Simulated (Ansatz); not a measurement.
**SnSe: pressure against volume**

SnSe, Fm-3m, a = 5.978 Å. This isn't the usual stable structure of the compound. Ansatz: PBE+D3(BJ), PAW, 420 eV, Γ-centred 10×10×10 mesh on 2 atoms, Gaussian smearing 0.02 eV; no spin polarisation. Symmetry fixes shape and atoms, so the cell is only scaled; pressure is positive in compression.

```tsv
V (Å³/atom)	P (GPa)
23.494	8.95
24.295	?
25.096	3.76
25.897	1.72
26.698	-0.02
27.499	-1.50
28.300	-2.72
29.368	-3.55
```

Q: Take V0 = 26.698 Å³/atom, count pressures from its P0 = -0.02 GPa, fit the third-order Birch–Murnaghan form to the other rows, and predict the missing pressure.

A: With the Eulerian strain f = ½[(V0/V)^(2/3) − 1] and y = (P − P0)/[3f(1 + 2f)^(5/2)], the form is the line y = B0 + 1.5 B0 (B0′ − 4) f. Rows (f, y): 0.04448, 54.3; 0.02106, 54.0; 0.01026, 53.7; -0.00976, 53.1; -0.01905, 52.1; -0.03078, 44.8. Means f = 0.002702, y = 52.000; Σ(Δf)² = 0.003889, ΣΔfΔy = 0.3708; the slope is their ratio. y = 51.74 + 95.36 f GPa, so B0 = 51.7 GPa and B0′ = 4 + 2 × (95.36)/(3 × 51.74) = 5.23. At V = 24.295, f = 0.03245, y = 54.83 and P = 6.23 GPa. The run gave 6.15 GPa, so the fit is 0.08 GPa too high, within the rms miss on the fitted rows (0.18 GPa). With a term in f² added B0′ becomes 5.68, so this figure hangs on the form.

In 2 of the 8 runs an atom lies near a switch of its D3 coefficient C6 between reference coordination numbers, so the dispersion energy changes steeply there and can bend the curve.